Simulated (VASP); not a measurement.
PbS, 2 atoms in the cell. Symmetry: P-6m2, No. 187, hexagonal system. Conventional cell: a = 4.090 Å, b = 4.090 Å, c = 3.788 Å, α = 90.00°, β = 90.00°, γ = 120.00°. Pb (site symmetry -6m2) is surrounded by 6 S at 3.03 Å. Around S (site symmetry -6m2) lie 6 Pb at 3.03 Å. Measurements of this composition are mostly on another form, of space group No. 225.

* Program: VASP 6.6.1
* Task: single point
* Functional: PBE
* Potentials or basis: VASP PAW PBE potentials, release 64 (Pb_d, S)
* Cutoff: 520 eV
* k mesh: 8 × 8 × 7
* Occupations: fermi-dirac, width 0.05 eV
* Spin: no spin polarisation
* Further INCAR settings: ALGO = Normal; EDIFF = 1e-07; NBANDS = 17

Potentials or basis: VASP PAW PBE potentials, release 64 (Pb_d, S).

Command:

```bash
$ cat potpaw_PBE.64/Pb_d/POTCAR potpaw_PBE.64/S/POTCAR > POTCAR
$ mpirun -np 1 vasp_std > vasp.out
```

Hardware: 1 thread of Intel(R) Xeon(R) Platinum 8488C (Sapphire Rapids), with other jobs on the host.

Q: How long does it take, and how much memory?

A: Wall time 30 s on 1 thread of Intel(R) Xeon(R) Platinum 8488C (Sapphire Rapids), with other jobs on the host, peak memory 0.18 GiB. Counts: scf iterations 13, k points 40.
